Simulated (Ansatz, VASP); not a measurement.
Given: the input of a run of VASP 6.6.1 on Au (Gold). 

INCAR

```
ALGO = Fast ; EDIFF = 1E-7
EDIFFG = -0.01 ; ENCUT = 600
GGA = PS ; IBRION = 2
ISIF = 3 ; ISMEAR = -1
LASPH = T ; LCHARG = F
LREAL = F ; LWAVE = F
NELM = 100 ; NSW = 60
PREC = Accurate ; SIGMA = 0.05
```

The input KPOINTS:

```
k-points
0
Gamma
  11 11 11
```

The input POSCAR:

```
Au
1.0
    0.0000000000      2.0350000000      2.0350000000
    2.0350000000      0.0000000000      2.0350000000
    2.0350000000      2.0350000000      0.0000000000
Au
1
Direct
    0.0000000000      0.0000000000      0.0000000000
```

Potentials or basis: VASP PAW PBE potentials, release 64 (Au).

The run is started by

```bash
$ cat potpaw_PBE.64/Au/POTCAR > POTCAR
$ mpirun -np 1 vasp_std > vasp.out
```

Question: Set up the same calculation for Ansatz 0.2.0. Potentials or basis there: all-electron LAPW, scalar-relativistic.

Answer: As run (cutoffs and basis follow the program's own potentials, and thresholds, step limits or extra output files can differ):

The input input.yaml:

```yaml
crystal:
  lattice:
    - [0.0, 2.035, 2.035]
    - [2.035, 0.0, 2.035]
    - [2.035, 2.035, 0.0]
  atoms:
    - { symbol: Au, position: [0.0, 0.0, 0.0] }
kpoints:
  mp_grid: { grid: [11, 11, 11] }
scf:
  occupations: { method: fermi_dirac, width: 0.05 }
hamiltonian:
  xc: pbesol
  pseudopotentials: { kind: all_electron, lapw: { basis_error: 0.001 } }
output:
  forces: true
  stress: true
relax:
  f_tol: 0.01
  max_steps: 60
  cell: {}
```

Potentials or basis: all-electron LAPW, scalar-relativistic.

The run is started by

```sh
$ ansatz run input.yaml --threads 1 --pin off --max-ram 3072MiB --backend cpu --events-out ev --progress --plain --runs-dir out
```

Both were run:

|  | VASP | Ansatz |
| --- | --- | --- |
| Relaxed volume | 16.99 Å³/atom | 17.01 Å³/atom |
| Relaxed cell | a = 2.886 Å, b = 2.886 Å, c = 2.886 Å, α = 60.00°, β = 60.00°, γ = 60.00° | a = 2.887 Å, b = 2.887 Å, c = 2.887 Å, α = 60.00°, β = 60.00°, γ = 60.00° |
| Space group after relaxing | Fm-3m (No. 225) | Fm-3m (No. 225) |
| Pressure after relaxing | 0.0 GPa | 0.0 GPa |

VASP's potentials were made for PBE.

Where Ansatz's input types no cutoff or centring, it takes its own default and a Γ-centred mesh.

Pressure is positive in compression.
